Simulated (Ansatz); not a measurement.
# Ir (P-1) in Ansatz: a series of runs

The runs below take Ir through relaxation of cell and atoms, with r2SCAN.

Program: Ansatz 0.2.0. These are calculated values, not measurements. Logs are shortened: lines on timing, memory, paths and dates and some standing lists are left out, and cuts for length are marked.

## (1) The cell of the first run

The typed cell holds 1 atom: a = 2.542 Å, b = 2.611 Å, c = 2.995 Å, α = 58.28°, β = 61.38°, γ = 59.90°.

## (2) Relaxation of cell and atoms, r2SCAN (cell sheared at random, sigma 0.1, atoms nudged by 0.01 Å)

input.yaml

```yaml
crystal:
  lattice:
    - [0.06446927, 1.83735574, 1.75604886]
    - [1.94181314, 0.07743499, 1.74308315]
    - [2.17282487, 2.05540176, -0.15357675]
  atoms:
    - { symbol: Ir, position: [0.0, 0.0, 0.0] }
hamiltonian:
  xc: r2scan
  pseudopotentials: { kind: paw }
kpoints:
  mp_grid: { grid: [12, 13, 11] }
scf:
  occupations: { method: fermi_dirac, width: 0.05 }
output:
  forces: true
  stress: true
  eigenvalues: true
relax:
  f_tol: 0.01
  max_steps: 40
  cell: { stress_tol: 0.05 }
```

Potentials or basis: Ansatz PAW.

Command:

```
> ansatz run input.yaml --threads 2 --pin off --max-ram 5632MiB --backend cpu --events-out ev --progress --plain --runs-dir out
```

Output:

```text
Warning: RAYON_NUM_THREADS=2 ignored (pool sized by the plan → 2); use --threads N
Engine: ansatz 0.2.0, aarch64-unknown-linux-gnu
Pseudopotentials: kind: paw
Pseudopotential: Ir, paw, valence charge 17, recommended cutoff 500 eV (meta_gga), Ir.paw.azcp
Functional definition: r2SCAN
  parameter k0 = 0.174
  parameter k1 = 0.065
  parameter a1 = 4.9479
  exchange = r2scan_x(k0 = k0, k1 = k1, a1 = a1)
  correlation = r2scan_c
Crystal: 1 atoms, lattice volume = 13.988 Å³
Basis set: ecut = 500 eV, 355 PW (Γ), exchange–correlation on 80×80×96 points (64 copies of the dense FFT grid, shifted against one another)
Bands: 13, of which v1, the nominal top of the filled ones, is band 9 counted from 1 (8 counted from 0)
Symmetry: 2 space group operations
Space group: P-1 (ITA 2), of the structure as read, at distance tolerance 2.4e-5 Å
k-points: 859 of 1716
Non-local potential: Ir, projectors of the file, l = 0: 3, l = 1: 2, l = 2: 2, l = 3: 1
PAW form: soft (Blöchl's): semilocal exchange-correlation on the pseudo side does not see the compensation charge
PAW frozen core: Ir, regenerated for the run's functional (the file was generated under x = pbe(κ = 0.804, μ = 0.2195149727645171), c = pbe(β = 0.06672455060314922))
PAW one-centre angular grid: Ir, 590 points (default); XC on 160 Gauss nodes
Initial density: superposition of atomic densities (neutral atoms: chi_scale 0, normalization atom), corrected by the library's trained network
Initial wavefunctions: pseudopotential atomic-orbital guess
Functional: x = r2scan, c = r2scan; τ floored in thin density (d = 2e-4 eV/Å³)
SCF iter   1: F=—  HF=-11948.258562 eV  |F-HF|=—  |Δ(HF+E_count)|=         —  Δρ=1.35e-2  dr2=1.14e-2  dr2_τ=4.52e-2  ethr=1.77e-3  ⟨swp⟩=5.5  Hψ=65807  notcnv=0
preconditioner: auto → none  [metal: Δε(μ)=0.002 eV  Ē_g=15.129 eV  σ=0.050 eV  W_gap=0.01  n_scr=2 (ndim 8)  ℏωp=29.8 eV  f_vac=0.000  D(μ)=1.18/eV (n_scr^D=14)  sad-step TF]
SCF iter   2: F=—  HF=-11948.287421 eV  |F-HF|=—  |Δ(HF+E_count)|=   2.89e-2  Δρ=8.15e-3  dr2=4.20e-3  dr2_τ=4.53e-4  ethr=6.72e-5  ⟨swp⟩=3.0  Hψ=25302  notcnv=0  defer=85
SCF iter   3: F=—  HF=-11948.287628 eV  |F-HF|=—  |Δ(HF+E_count)|=   2.07e-4  Δρ=1.18e-3  dr2=1.62e-4  dr2_τ=3.13e-5  ethr=2.47e-5  ⟨swp⟩=2.0  Hψ=18720  notcnv=0  defer=85
SCF iter   4: F=—  HF=-11948.287602 eV  |F-HF|=—  |Δ(HF+E_count)|=   2.61e-5  Δρ=2.17e-4  dr2=3.02e-6  dr2_τ=1.98e-6  ethr=9.52e-7  ⟨swp⟩=2.1  Hψ=15190  notcnv=0  defer=85
SCF iter   5: F=—  HF=-11948.287603 eV  |F-HF|=—  |Δ(HF+E_count)|=   1.02e-6  Δρ=5.82e-5  dr2=1.66e-7  dr2_τ=4.99e-8  ethr=1.78e-8  ⟨swp⟩=2.1  Hψ=15357  notcnv=0  defer=85
SCF iter   6: F=-11948.287604 eV  HF=-11948.287604 eV  |F-HF|=1.19e-8  |Δ(HF+E_count)|=   3.35e-7  Δρ=1.89e-5  dr2=2.64e-8  dr2_τ=3.91e-9  ethr=5.88e-10  ⟨swp⟩=5.3  Hψ=49258  notcnv=0
SCF 1 converged in 6 iterations: F = -11948.287604 eV  dr2 = 2.64e-8
relax step   1: F+E_penalty+E_count = -11948.28760359 eV  Δ(F+E_penalty+E_count) = +0.000e0 eV  max|allowed force component| = 0.000e0 eV/Å  Δτ_max = 0.0000 Å  P = +21.249 GPa  Ω = 13.988 Å³  (6 SCF iters, dr2 threshold 1.00e-7 eV, accepted)
Crystal: 1 atoms, lattice volume = 14.620 Å³
Basis set: ecut = 500 eV, 361 PW (Γ), exchange–correlation on 80×80×96 points (64 copies of the dense FFT grid, shifted against one another)
Initial density: handed on by an earlier stage of this run
Initial wavefunctions: those handed on with the density
iter 1 solved again at ethr=6.14e-5 eV; its pass at ethr=3.10e-3 eV (dr2=1.04e-2 eV) is discarded
SCF iter   1: F=—  HF=-11948.386030 eV  |F-HF|=—  |Δ(HF+E_count)|=         —  Δρ=1.09e-2  dr2=1.06e-2  dr2_τ=2.74e-1  ethr=6.14e-5  ⟨swp⟩=1.0  Hψ=86857  notcnv=0
preconditioner: auto → none  [metal: Δε(μ)=0.007 eV  Ē_g=14.408 eV  σ=0.050 eV  W_gap=0.04  n_scr=4 (ndim 8)  ℏωp=29.1 eV  f_vac=0.000  D(μ)=0.97/eV (n_scr^D=14)]
SCF iter   2: F=—  HF=-11948.578833 eV  |F-HF|=—  |Δ(HF+E_count)|=   1.93e-1  Δρ=6.97e-3  dr2=3.61e-3  dr2_τ=7.06e-4  ethr=6.14e-5  ⟨swp⟩=2.1  Hψ=21569  notcnv=0
SCF iter   3: F=—  HF=-11948.578164 eV  |F-HF|=—  |Δ(HF+E_count)|=   6.69e-4  Δρ=3.16e-3  dr2=4.40e-4  dr2_τ=5.66e-5  ethr=2.13e-5  ⟨swp⟩=1.8  Hψ=16635  notcnv=0
SCF iter   4: F=—  HF=-11948.578313 eV  |F-HF|=—  |Δ(HF+E_count)|=   1.49e-4  Δρ=6.68e-4  dr2=1.93e-5  dr2_τ=8.27e-6  ethr=2.59e-6  ⟨swp⟩=2.6  Hψ=17637  notcnv=0
[... 65 lines left out ...]
SCF iter   4: F=—  HF=-11948.723955 eV  |F-HF|=—  |Δ(HF+E_count)|=   4.02e-7  Δρ=5.01e-6  dr2=8.65e-10  dr2_τ=3.94e-10  ethr=9.33e-11  ⟨swp⟩=2.0  Hψ=17611  notcnv=0
SCF iter   5: F=—  HF=-11948.723955 eV  |F-HF|=—  |Δ(HF+E_count)|=   2.03e-9  Δρ=7.37e-7  dr2=3.98e-11  dr2_τ=1.88e-11  ethr=5.09e-12  ⟨swp⟩=2.8  Hψ=18723  notcnv=0
SCF iter   6: F=-11948.723955 eV  HF=-11948.723955 eV  |F-HF|=3.64e-12  |Δ(HF+E_count)|=  5.46e-11  Δρ=1.96e-7  dr2=2.65e-12  dr2_τ=1.12e-12  ethr=1.00e-12  ⟨swp⟩=5.1  Hψ=40859  notcnv=0
SCF 8 converged in 6 iterations: F = -11948.723955 eV  dr2 = 2.65e-12
relax step   8: F+E_penalty+E_count = -11948.72395525 eV  Δ(F+E_penalty+E_count) = -7.321e-4 eV  max|allowed force component| = 0.000e0 eV/Å  Δτ_max = 0.0000 Å  P = -0.006 GPa  Ω = 14.206 Å³  stress off target by 6.54e-2 GPa  SCF on the basis re-selected at this cell (its energy is not comparable with the rows above)  (6 SCF iters)
basis re-selected at this cell: Δ(F+E_penalty+E_count) = -7.321e-4 eV, ΔP = -0.005 GPa vs the last step (what re-selecting the basis moved, of the pressure what is left beyond the Pulay correction that the steps carried, after the strain that the cell walked since its last selection, with what the two solves' SCF thresholds leave and, on support functions, any second-order correction that the steps lacked; it is no measure of the basis error at this ecutwfc). The dense FFT grid was sized anew with the basis: this SCF ran on 20×20×20 points, the steps before it on 20×20×24, so part of this shift can come from that change (see relax.cell in the input reference). This SCF's stress stands 6.54e-2 GPa from its target on what of the cell is left free (relax.cell.stress_tol is 5.00e-2 GPa) and its largest allowed force component is 0.00e0 eV/Å (relax.f_tol is 1.00e-2 eV/Å): not within both, so this SCF does not close the relaxation
iter 1 solved again at ethr=8.09e-11 eV; its pass at ethr=3.10e-3 eV (dr2=1.37e-8 eV) is discarded
SCF iter   1: F=—  HF=-11948.723955 eV  |F-HF|=—  |Δ(HF+E_count)|=         —  Δρ=2.15e-5  dr2=3.68e-8  dr2_τ=1.04e-6  ethr=8.09e-11  ⟨swp⟩=3.0  Hψ=77241  notcnv=0
preconditioner: auto → none  [metal: Δε(μ)=0.005 eV  Ē_g=14.841 eV  σ=0.050 eV  W_gap=0.03  n_scr=0 (ndim 8)  ℏωp=29.6 eV  f_vac=0.000  D(μ)=0.98/eV (n_scr^D=14)]
SCF iter   2: F=-11948.723956 eV  HF=-11948.723956 eV  |F-HF|=6.73e-11  |Δ(HF+E_count)|=   6.10e-7  Δρ=9.22e-6  dr2=3.57e-9  dr2_τ=1.82e-9  ethr=6.28e-11  ⟨swp⟩=2.9  Hψ=42455  notcnv=0
SCF 9 converged in 2 iterations: F = -11948.723956 eV  dr2 = 3.57e-9
relax step   9: F+E_penalty+E_count = -11948.72395592 eV  Δ(F+E_penalty+E_count) = -6.694e-7 eV  max|allowed force component| = 0.000e0 eV/Å  Δτ_max = 0.0000 Å  P = +0.001 GPa  Ω = 14.206 Å³  energy of the carried Pulay correction = +1.885e-7 eV  (2 SCF iters, dr2 threshold 1.07e-8 eV, accepted)
iter 1 solved again at ethr=6.26e-9 eV; its pass at ethr=3.10e-3 eV (dr2=1.06e-6 eV) is discarded
SCF iter   1: F=—  HF=-11948.723953 eV  |F-HF|=—  |Δ(HF+E_count)|=         —  Δρ=5.67e-5  dr2=1.12e-8  dr2_τ=2.31e-9  ethr=6.26e-9  ⟨swp⟩=3.0  Hψ=93010  notcnv=0
SCF iter   2: F=—  HF=-11948.723955 eV  |F-HF|=—  |Δ(HF+E_count)|=   1.55e-6  Δρ=2.82e-5  dr2=2.31e-9  dr2_τ=3.60e-8  ethr=6.61e-11  ⟨swp⟩=2.2  Hψ=15248  notcnv=0
SCF iter   3: F=—  HF=-11948.723956 eV  |F-HF|=—  |Δ(HF+E_count)|=   5.77e-7  Δρ=2.79e-6  dr2=7.58e-11  dr2_τ=3.56e-10  ethr=1.36e-11  ⟨swp⟩=2.0  Hψ=14877  notcnv=0
SCF iter   4: F=-11948.723956 eV  HF=-11948.723956 eV  |F-HF|=1.46e-11  |Δ(HF+E_count)|=   5.27e-9  Δρ=2.18e-7  dr2=2.36e-12  dr2_τ=1.55e-12  ethr=1.00e-12  ⟨swp⟩=5.8  Hψ=44659  notcnv=0
SCF 10 converged in 4 iterations: F = -11948.723956 eV  dr2 = 2.36e-12
relax step  10: F+E_penalty+E_count = -11948.72395562 eV  Δ(F+E_penalty+E_count) = +2.957e-7 eV  max|allowed force component| = 0.000e0 eV/Å  Δτ_max = 0.0000 Å  P = +0.001 GPa  Ω = 14.206 Å³  stress off target by 4.61e-3 GPa  SCF on the basis re-selected at this cell (its energy is not comparable with the rows above)  (4 SCF iters)
basis re-selected at this cell: Δ(F+E_penalty+E_count) = +2.957e-7 eV, ΔP = -0.000 GPa vs the last step (what re-selecting the basis moved, of the pressure what is left beyond the Pulay correction that the steps carried, after the strain that the cell walked since its last selection, with what the two solves' SCF thresholds leave and, on support functions, any second-order correction that the steps lacked; it is no measure of the basis error at this ecutwfc). This SCF's stress stands 4.61e-3 GPa from its target on what of the cell is left free (relax.cell.stress_tol is 5.00e-2 GPa) and its largest allowed force component is 0.00e0 eV/Å (relax.f_tol is 1.00e-2 eV/Å): within both
SCF converged after 4 iterations
Free energy (F): -11948.723956 eV
Harris-Foulkes:  -11948.723956 eV  (|F-HF|=1.46e-11)
Internal energy: -11948.715988 eV  (E = F + TS)
E sigma→0 (E₀):  -11948.719972 eV
Entropy (-TS):   -0.007968 eV (-7.968 meV/atom)
Fermi energy:    25.434374 eV
--- Per-component energies (eV) ---
  E_band       = -102.622379
  E_kinetic    = 623.490493
  E_local      = -1070.898226  (includes V_loc(G=0)·N_el)
  E_nonlocal   = 73.921777
  E_hartree    = 411.713234
  E_xc         = -255.483098
  E_vxc        = -333.592793  (∫ρ·V_xc dr)
  E_paw        = -9249.696525  (= ΣΔE_a)
  E_vpaw       = -239.678083  (= ΣTr[D̂ρ^β])
  E_aug_tail   = -0.000017  (compensation charges beyond the density's cutoff)
  E_vtau       = 20.707955  (kinetic-family band-sum trace: ∫τ·v_τ [+ j·A + Jᵃ·Aᵃ] dr)
  E_ewald      = -2481.446733
  E_core_change = -0.316894  (= ΣΔE_core)
  E_smearing   = -0.007968  (= −TS)
  E_closure    = 0.000000  (closes the sum)
  Σ components = -11948.723956   (vs F -11948.723956, Δ=0.00e0)
--- Forces (eV/Å), atoms counted from 1 ---
  atom   1  Ir     0.00000000     0.00000000     0.00000000
  max |Σ_I F_I| component: 0.00e0 eV/Å
--- Stress (GPa, compression-positive) ---
        0.004042      -0.000157      -0.001733
       -0.000157       0.000142      -0.001039
       -0.001732      -0.001039      -0.000781
  P = ⅓ Tr σ = 0.0011 GPa (0.011 kbar)
--- Band table (eV; the first three rows and the last of 859) ---
  k-point 0: bands = ["-69.4838", "-25.3243", "-25.3170", "-25.3111", "13.9812", "21.4380", "21.4706", "21.4922", "24.1548", "24.1734", "39.7150", "45.4134", "45.4966"]
  k-point 1: bands = ["-69.4780", "-25.3836", "-25.3335", "-25.3224", "14.3599", "21.2516", "21.6189", "21.6447", "24.0635", "24.0808", "40.3516", "43.9785", "46.1134"]
  k-point 2: bands = ["-69.4626", "-25.5653", "-25.3587", "-25.3471", "15.3724", "20.9065", "21.8846", "21.9167", "24.0361", "24.0483", "41.3725", "41.9943", "47.8615"]
  k-point 858: bands = ["-69.3862", "-26.0810", "-25.6504", "-25.6251", "17.5298", "18.0967", "24.8854", "25.8729", "26.8993", "29.2713", "35.4900", "37.7451", "38.4999"]
--- Relaxed structure (8 steps of the walk, 8 accepted, 2 SCFs on fresh bases) ---
  F+E_penalty+E_count = -11948.72395562 eV   max|allowed force component| = 0.000e0 eV/Å   (the final SCF, on the basis selected at the relaxed cell)
  cell:  # Å, volume = 14.2056 Å³
    - [0.0016597495582714589, 1.9226566273460368, 1.9213825906165296]
    - [1.9216934818649285, 0.0035407957572015925, 1.9195579565320886]
    - [1.9265181019969402, 1.9257282905344615, -0.0011905573652339352]
  atoms:
    - { symbol: Ir, position: [0.0, 0.0, 0.0] }
```

Run time: 83 s. Hardware: 2 threads of Arm Neoverse V2, shared host; peak memory 0.52 GiB.

Results:

| Quantity | Value |
| --- | --- |
| Free energy | -11948.7240 eV |
| Relaxed volume | 14.21 Å³/atom |
| Relaxed cell | a = 2.718 Å, b = 2.716 Å, c = 2.724 Å, α = 59.93°, β = 59.99°, γ = 59.94° |
| Space group after relaxing (to 0.05 Å) | Fm-3m (No. 225) |
| Energy gained by relaxing | 436.4 meV/atom |
| Ionic steps | 10 |
| Pressure after relaxing | 0.0 GPa |
| Band gap on the k mesh | none (metal or under the smearing width) |

Step by step:
| step | energy change (eV) | largest force (eV/Å) | volume (Å³) |
| --- | --- | --- | --- |
| 1 | 0.0000 | 0.0000 | 13.99 |
| 2 | -0.2907 | 0.0000 | 14.62 |
| 3 | -0.4144 | 0.0000 | 14.31 |
| 4 | -0.4212 | 0.0000 | 14.08 |
| 5 | -0.4350 | 0.0000 | 14.24 |
| 6 | -0.4356 | 0.0000 | 14.21 |
| 7 | -0.4356 | 0.0000 | 14.21 |
| 8 | -0.4364 | 0.0000 | 14.21 |
| 9 | -0.4364 | 0.0000 | 14.21 |
| 10 | -0.4364 | 0.0000 | 14.21 |

Final structure:
```
Ir
1.0
     0.00166    1.92266    1.92138
     1.92169    0.00354    1.91956
     1.92652    1.92573   -0.00119
Ir
1
Direct
  0.00000 0.00000 0.00000
```

Levels at points of the mesh, in eV from the Fermi level:
```
            k point  band 5  band 6  band 7  band 8  band 9  band 10  band 11  band 12
 (0.00, 0.00, 0.00)  -11.45   -4.00   -3.96   -3.94   -1.28    -1.26    14.28    19.98
(-0.50, 0.00, 0.00)   -8.35   -4.16   -4.08   -0.66    0.94     0.96     7.68    14.03
```

Caveat: the plane-wave basis is chosen anew once the cell has moved, so the energies of steps on either side of that aren't comparable; the PAW data sets come from PBE, with cores solved anew for the run's functional, which leaves a small shift of forces and pressure. Spin-orbit coupling is left out, which matters for the levels of Ir.

(Part 1 of 2 ends here.)
